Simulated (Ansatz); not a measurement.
MgS in Ansatz: the effect of functional

MgS:

```
S Mg
1.0
     0.00000    2.83312    2.83312
     2.83312    0.00000    2.83312
     2.83312    2.83312    0.00000
S Mg
1 1
Direct
  0.25000 0.25000 0.25000
  0.00000 0.00000 0.00000
```

The cell comes from a database or a generator and needn't be the stable form of this composition.

Alike in all runs:

- Program: Ansatz 0.2.0
- Task: single point
- Potentials or basis: all-electron PAW datasets made for the crystal
- k mesh: 4 × 4 × 4
- Occupations: fermi-dirac, width 0.05 eV
- Spin: no spin polarisation

Problem. One run gave: gap on the mesh 5.21 eV; pressure -0.1 GPa. Which functional did it use?
A. PBE
B. PBE0
C. HSE06

Solution. B.

```csv
functional,cutoff,gap on the mesh (eV),pressure (GPa)
PBE,200 eV (chosen from the basis error),3.44,1.0
HSE06,250 eV (chosen from the basis error),4.52,0.0
PBE0,250 eV (chosen from the basis error),5.21,-0.1
```

Caveats: all runs use coarse meshes.

A k mesh can miss the band edges.

The runs don't all hold the same shells in valence.
